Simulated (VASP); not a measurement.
# ZnSe (F-43m) in VASP: a series of runs, part 2 of 2

VASP 6.6.1. The steps go on from the part before.

## 3. Band structure, HSE06

Contents of POSCAR:

```
ZnSe                                    
1.0
    0.0000000000      2.8206646091      2.8206646091
    2.8206646091      0.0000000000      2.8206646091
    2.8206646091      2.8206646091      0.0000000000
  Zn              Se            
     1     1
Direct
     0.0000000000000000    0.0000000000000000    0.0000000000000000
     0.2500000000000000    0.2500000000000000    0.2500000000000000
```

Contents of INCAR.step1:

```
ALGO = Normal ; EDIFF = 1E-5
ENCUT = 520 ; GGA = PE
ISIF = 2 ; ISMEAR = 0
KPAR = 4 ; LASPH = T
LCHARG = F ; LREAL = F
LWAVE = T ; NBANDS = 16
NELM = 80 ; PREC = Accurate
SIGMA = 0.03
```

Contents of INCAR.step2:

```
ALGO = Normal ; EDIFF = 1E-6
ENCUT = 520 ; GGA = PE
HFSCREEN = 0.2 ; ISIF = 2
ISMEAR = 0 ; ISTART = 1
KPAR = 4 ; LASPH = T
LCHARG = F ; LHFCALC = T
LREAL = F ; LWAVE = F
NBANDS = 16 ; NELM = 80
PREC = Accurate ; PRECFOCK = Fast
SIGMA = 0.03
```

Contents of KPOINTS:

```
k-points
0
Gamma
  6 6 6
```

Contents of KPOINTS_OPT:

```
explicit points
9
Reciprocal
 0.0000000000  0.0000000000  0.0000000000 1
 0.3750000000  0.3750000000  0.7500000000 1
 0.5000000000  0.5000000000  0.5000000000 1
 0.6250000000  0.2500000000  0.6250000000 1
 0.5000000000  0.2500000000  0.7500000000 1
 0.5000000000  0.0000000000  0.5000000000 1
 0.4000000000  0.0000000000  0.4000000000 1
 0.4250000000  0.0000000000  0.4250000000 1
 0.4500000000  0.0000000000  0.4500000000 1
```

Potentials or basis: VASP PAW PBE potentials, release 64 (Zn, Se).

On the command line:

```sh
> cat potpaw_PBE.64/Zn/POTCAR potpaw_PBE.64/Se/POTCAR > POTCAR
> cp INCAR.step1 INCAR
> mpirun -np 4 vasp_std > vasp.out
> cp INCAR.step2 INCAR
> mpirun -np 4 vasp_std > vasp.out
```

OUTCAR:

```text
EDIFF = 1E-6
   ENCUT = 520
   GGA = PE
   HFSCREEN = 0.2
   ISIF = 2
   ISMEAR = 0
   ISTART = 1
   LASPH = T
   LHFCALC = T
   LREAL = F
   NELM = 80
   PREC = Accurate
   PRECFOCK = Fast

 ion  position               nearest neighbor table
   1  0.000  0.000  0.000-   2 2.44   2 2.44   2 2.44   2 2.44
   2  0.250  0.250  0.250-   1 2.44   1 2.44   1 2.44   1 2.44

  LATTYP: Found a face centered cubic cell.
 ALAT       =     5.6413292182

  Lattice vectors:

 A1 = (   0.0000000000,   2.8206646091,   2.8206646091)
 A2 = (   2.8206646091,   0.0000000000,   2.8206646091)
 A3 = (   2.8206646091,   2.8206646091,   0.0000000000)

Analysis of symmetry for initial positions (statically):
=====================================================================
 Subroutine PRICEL returns:
 Original cell was already a primitive cell.

 Routine SETGRP: Setting up the symmetry group for a
 face centered cubic supercell.

 Subroutine GETGRP returns: Found 24 space group operations
 (whereof 24 operations were pure point group operations)
 out of a pool of 48 trial point group operations.

The static configuration has the point symmetry T_d .

Analysis of symmetry for dynamics (positions and initial velocities):
=====================================================================
 Subroutine PRICEL returns:
 Original cell was already a primitive cell.

 Routine SETGRP: Setting up the symmetry group for a
 face centered cubic supercell.

 Subroutine GETGRP returns: Found 24 space group operations
 (whereof 24 operations were pure point group operations)
 out of a pool of 48 trial point group operations.

The dynamic configuration has the point symmetry T_d .

 Subroutine INISYM returns: Found 24 space group operations
 (whereof 24 operations are pure point group operations),
 and found     1 'primitive' translations

----------------------------------------------------------------------------------------

                                     Primitive cell

  volume of cell :      44.8833

  direct lattice vectors                    reciprocal lattice vectors
     0.000000000  2.820664609  2.820664609    -0.177263188  0.177263188  0.177263188
     2.820664609  0.000000000  2.820664609     0.177263188 -0.177263188  0.177263188
     2.820664609  2.820664609  0.000000000     0.177263188  0.177263188 -0.177263188

  length of vectors
     3.989022145  3.989022145  3.989022145     0.307028847  0.307028847  0.307028847

  position of ions in fractional coordinates (direct lattice)
     0.000000000  0.000000000  0.000000000
     0.250000000  0.250000000  0.250000000

  ion indices of the primitive-cell ions
   primitive index   ion index
                 1           1
                 2           2

----------------------------------------------------------------------------------------

 KPOINTS: k-points

Automatic generation of k-mesh.
 Grid dimensions read from file:
 generate k-points for:    6    6    6

[... 22 lines left out ...]
  0.333333  0.000000  0.000000      8.000000
  0.500000  0.000000  0.000000      4.000000
  0.166667  0.166667  0.000000      6.000000
  0.333333  0.166667  0.000000     24.000000
[... 8 lines left out ...]
 -0.333333  0.333333  0.166667     24.000000
 -0.333333  0.500000  0.166667     12.000000
   k-points           NKPTS =     16   k-points in BZ     NKDIM =    216   number of bands    NBANDS=     16
   number of dos      NEDOS =    301   number of ions     NIONS =      2
   total plane-waves  NPLWV =  27000
   dimension x,y,z NGX =    30 NGY =   30 NGZ =   30
   dimension x,y,z NGXF=    60 NGYF=   60 NGZF=   60
   ions per type =               1   1
   NGX,Y,Z   is equivalent  to a cutoff of  12.50, 12.50, 12.50 a.u.
   NGXF,Y,Z  is equivalent  to a cutoff of  25.01, 25.01, 25.01 a.u.
 SYSTEM =  unknown system
   PREC   = accura    normal or accurate (medium, high low for compatibility)
   ISTART =      1    job   : 0-new  1-cont  2-samecut
   ICHARG =      0    charge: 1-file 2-atom 10-const
   ISPIN  =      1    spin polarized calculation?
   LNONCOLLINEAR =      F non collinear calculations
   LSORBIT =      F    spin-orbit coupling
   LASPH  =      T    aspherical Exc in radial PAW
   ENCUT  =  520.0 eV  38.22 Ry    6.18 a.u.   7.42  7.42  7.42*2*pi/ulx,y,z
   NELM   =     80;   NELMIN=  2; NELMDL=  0     # of ELM steps
   EDIFF  = 0.1E-05   stopping-criterion for ELM
   LREAL  =      F    real-space projection
   EDIFFG = 0.1E-04   stopping-criterion for IOM
   NSW    =      0    number of steps for IOM
   IBRION =     -1    ionic relax: 0-MD 1-quasi-New 2-CG
   NFREE  =      0    steps in history (QN), initial steepest desc. (CG)
   ISIF   =      2    stress and relaxation
   ISYM   =      3    0-nonsym 1-usesym 2-fastsym
   POTIM  = 0.5000    time-step for ionic-motion
   TEBEG  =    0.0;   TEEND  =   0.0 temperature during run
   PSTRESS=    0.0 pullay stress
   NELECT =      18.0000    total number of electrons
   NUPDOWN=      -1.0000    fix difference up-down
   EMIN   =  10.00;   EMAX   =-10.00  energy-range for DOS
   EFERMI =   0.00;   METHOD = LEGACY
   ISMEAR =     0;   SIGMA  =   0.03  broadening in eV -4-tet -1-fermi 0-gaus
   EFERMI_NEDOS =   21; number of points for ismear=-14 and -15
   IALGO  =     38    algorithm
   IMIX   =      1    mixing-type and parameters
     AMIX     =   0.40;   BMIX     =  1.00
     AMIX_MAG =   1.60;   BMIX_MAG =  1.00
  volume/ion in A,a.u.               =      22.44       151.44
  Fermi-wavevector in a.u.,A,eV,Ry     =   1.207269  2.281408 19.830486  1.457500
  Thomas-Fermi vector in A             =   2.342912
   LORBIT       =      0    0 simple, 1 ext, 2 COOP (PROOUT), +10 PAW based schemes
   GGA     = PE    functional components
   LHFCALC =     T    Hartree Fock is set to
   PRECFOCK=fast      Normal, Fast or Accurate (Low or Medium for compatibility)
   ENCUT4O =  -1.0   cutoff for four orbital integrals eV
   NKREDX  =     1    reduce k-point grid by
   NKREDY  =     1    reduce k-point grid by
   NKREDZ  =     1    reduce k-point grid by
   AEXX    =    0.2500 exact exchange contribution
   HFSCREEN=    0.2000 screening length (either q_TF or 0.3 A-1)
   HFSCREENC=   0.2000 screening length for correlation (either q_TF or 0.3 A-1)
   ENCUTFOCK=  -1.0 apply spherical cutoff to Coloumb kernel
   IVDW    =     0    specifies the selected vdW correction
   LEPSILON=     F    determine dielectric tensor
   LRPA    =     F    only Hartree local field effects (RPA)
 non-spin polarized calculation
 Gauss-broadening in eV      SIGMA  =   0.03
  energy-cutoff  :      520.00
  volume of cell :       44.88
 maximum number of plane-waves:      1243
 NGX is ok and might be reduce to    30
  NGX = 18; NGY = 18; NGZ = 18

 number of electron      18.0000001 magnetization

 Free energy of the ion-electron system (eV)
  ---------------------------------------------------
  ext. energy  EPLUGINS =         0.00000000
  ---------------------------------------------------
  free energy    TOTEN  =        -7.43846282 eV

  energy without entropy =       -7.43846282  energy(sigma->0) =       -7.43846282

 E-fermi :   1.2659     XC(G=0):  -7.7736

 val. band max:        1.0685667585   @ k =   0.0000   0.0000   0.0000
 cond. band min:       3.5548058654   @ k =   0.0000   0.0000   0.0000
 fundamental gap:      2.4862391069
 Fermi energy:         1.2658650042

 k-point     1 :       0.0000    0.0000    0.0000
  band No.  band energies     occupation
      1     -13.4095      2.00000
      2      -7.1569      2.00000
      3      -7.1569      2.00000
      4      -7.1569      2.00000
      5      -6.8155      2.00000
      6      -6.8155      2.00000
[... 281 lines left out ...]
      3      -6.9667      2.00000
      4      -6.8844      2.00000
      5      -6.8005      2.00000
      6      -6.4903      2.00000
[... 8 lines left out ...]
     15      16.4291      0.00000
     16      16.7181      0.00000

------------------------ aborting loop because EDIFF is reached ----------------------------------------

  FORCE on cell =-STRESS in cart. coord.  units (eV):
  Direction    XX          YY          ZZ          XY          YZ          ZX
  --------------------------------------------------------------------------------------
  -------------------------------------------------------------------------------------
  Total        0.5892272      0.5892272      0.5892272      0.0000000      0.0000000      0.0000000
  in kB       21.0333777     21.0333777     21.0333777      0.0000000      0.0000000      0.0000000
  external PRESSURE =      21.0333777 kB  Pullay stress =       0.0000000 kB

 VOLUME and BASIS-vectors are now :
 -----------------------------------------------------------------------------
  energy-cutoff  :      520.00
  volume of cell :       44.88
      direct lattice vectors                 reciprocal lattice vectors
     0.000000000  2.820664609  2.820664609    -0.177263188  0.177263188  0.177263188
     2.820664609  0.000000000  2.820664609     0.177263188 -0.177263188  0.177263188
     2.820664609  2.820664609  0.000000000     0.177263188  0.177263188 -0.177263188

 POSITION                                       TOTAL-FORCE (eV/Angst)
 -----------------------------------------------------------------------------------
      0.00000      0.00000      0.00000        -0.000000     -0.000000     -0.000000
      1.41033      1.41033      1.41033         0.000000      0.000000      0.000000
 -----------------------------------------------------------------------------------
    total drift:                                0.000107      0.000082      0.000063

  FREE ENERGIE OF THE ION-ELECTRON SYSTEM (eV)
  ---------------------------------------------------
  free  energy   TOTEN  =        -7.4384628169 eV

  energy  without entropy=       -7.4384628169  energy(sigma->0) =       -7.43846282
```

It took 6.7 min on 4 MPI ranks of AMD EPYC 9R14 (Zen 4), shared host; peak memory 0.28 GiB.

What came out:

| Property | Result |
| --- | --- |
| Free energy | -7.4385 eV |
| Pressure | 2.1 GPa |
| Band gap on the k mesh | 2.49 eV, direct |
| Band gap along the path | 2.49 eV, direct |

Caveat: the PAW data sets were made with another functional, which shifts forces and pressure a little.

## 4. Against experiment

Step 2. Measured gap of ZnSe: 2.695 eV (an exciton energy, a little under the gap; 300 K; “Alloy Disordering Effects on the Thermal Conductivity and Energy Gap Temperature Dependence of Cd1−xZnxSe Ternary Crystals Grown by the Bridgman Method”, 2023, pmc:10253836). This calculation gives 1.22 eV (-1.47 eV). So large a miss can be the level of theory's own, or it may mean another phase, state or a wrong row. Spin-orbit coupling on Se is left out. The value is that of PBEsol, without temperature or zero-point motion. Semilocal functionals fall short of measured gaps as a rule.

Step 3. Measured gap of ZnSe: 2.695 eV (an exciton energy, a little under the gap; 300 K; “Alloy Disordering Effects on the Thermal Conductivity and Energy Gap Temperature Dependence of Cd1−xZnxSe Ternary Crystals Grown by the Bridgman Method”, 2023, pmc:10253836). This calculation gives 2.49 eV (-0.21 eV). Spin-orbit coupling on Se is left out. The value is that of HSE06, without temperature or zero-point motion.
